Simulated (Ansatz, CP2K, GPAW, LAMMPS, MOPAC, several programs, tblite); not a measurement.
**KBr from cheap methods to r2SCAN**

Aim: run KBr through methods of unlike cost and see what each gets, and at what price.

Method: no spin polarisation, static lattice; gaps from single points on the cell relaxed beforehand with r²SCAN, in LAMMPS, MOPAC, tblite, CP2K, GPAW, Ansatz (versions at each run).

### 1 The starting structure

The structure is cubic, space group F-43m (No. 216). The conventional cell has a = 7.377 Å, b = 7.377 Å, c = 7.377 Å, α = 90.00°, β = 90.00°, γ = 90.00°. Around K (site symmetry -43m) lie 4 Br at 3.19 Å. Around Br (site symmetry -43m) lie 4 K at 3.19 Å.

Coordinates:

```cif
data_structure
_symmetry_space_group_name_H-M 'F-43m'
_symmetry_Int_Tables_number 216
_cell_length_a 7.3766
_cell_length_b 7.3766
_cell_length_c 7.3766
_cell_angle_alpha 90.000
_cell_angle_beta 90.000
_cell_angle_gamma 90.000
_cell_volume 401.39
loop_
_atom_site_label
_atom_site_type_symbol
_atom_site_symmetry_multiplicity
_atom_site_Wyckoff_symbol
_atom_site_fract_x
_atom_site_fract_y
_atom_site_fract_z
_atom_site_occupancy
K1 K 4 a 0.00000 0.00000 0.00000 1
Br1 Br 4 d 0.25000 0.25000 0.75000 1
```

The structure type (zincblende) is imposed and need not be the compound's stable one.

**Question.** The methods are ffield.eim, PM6, PM7, GFN1-xTB (tblite), GFN2-xTB (tblite), PBE/DZVP, PBE/single-zeta, PBE/SZV, coarse PBE, GLLB-SC, PBE, r2SCAN. What gap does r2SCAN give on this cell, and which other methods (full PBE left aside) come nearest to r2SCAN and farthest in gap, volume and bulk modulus?

| quantity | value |
| --- | --- |
| r2SCAN | gap 4.84 eV, 50.17 Å³/atom, B₀ 10 GPa |
| gap: nearest and farthest of the other methods | PBE/DZVP (-0.42 eV), PM7 (+6.60 eV) |
| volume: nearest and farthest of the other methods | PM7 (+1.1 %), GFN2-xTB (tblite) (+10.9 %) |
| bulk modulus: nearest and farthest of the other methods | PBE/DZVP, PBE/SZV (about 8 % off); ffield.eim (+1264 %) |

Among the 9 methods compared for the gap (full PBE left aside), PBE/DZVP is nearest to r2SCAN and PM7 farthest. For the volume, of the 6 methods compared (full PBE left aside), PM7 comes nearest to r2SCAN and GFN2-xTB (tblite) is farthest. For the bulk modulus (full PBE left aside), PBE/DZVP, PBE/SZV tie for nearest to r2SCAN; ffield.eim is farthest. A minimal basis or a coarse cutoff and mesh shifts results by its own error, so closeness to r2SCAN can be chance. Cluster runs see only the k-points that fold onto the zone centre, so their gaps can miss the band edges. GLLB-SC is compared with its derivative discontinuity added. No volume is given for PM6, PBE/single-zeta, coarse PBE, which can hide a larger miss. CPU times run from 0.12 s (ffield.eim) to 12 s (PBE/DZVP). On this cell PBE/DZVP, GLLB-SC cost more than r2SCAN itself (5.9 s), so they are no saving here. GFN1-xTB (tblite) disagrees with r2SCAN even on whether there is a gap. r2SCAN is a yardstick, not the truth: it usually gives gaps below the measured ones.
